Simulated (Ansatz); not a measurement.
The system is CdS (Greenockite).

```xyz
4
Lattice="4.1500 0.0000 0.0000 -2.0750 3.5940 0.0000 0.0000 0.0000 6.7370" Properties=species:S:1:pos:R:3 pbc="T T T"
Cd    2.0750    1.1980    3.3685
Cd    0.0000    2.3960    0.0000
S     2.0750    1.1980    5.8949
S     0.0000    2.3960    2.5264
```

Base run:

```yaml
Program: Ansatz 0.2.0
Functional: PBEsol
Potentials_or_basis: all-electron LAPW, non-relativistic
Cutoff: 227 eV (chosen from the basis error)
Basis_error_allowed: 0.002 eV/atom
k_mesh: 7 × 7 × 4
Occupations: fermi-dirac, width 0.05 eV
Spin: no spin polarisation
```

Its results: band gap on the k mesh 1.54 eV, direct; pressure 1.2 GPa; largest force 0.082 eV/Å.

**Question.** The run is repeated on the same cell with these changes: potentials or basis from all-electron LAPW, non-relativistic to all-electron LAPW, inner shells corrected to Dirac's equation. What comes out?

**Answer.** Band gap on the k mesh 1.06 eV, direct; pressure -0.9 GPa; largest force 0.065 eV/Å.

Caveats: relativity is left out, which matters for the heavier elements (some runs).
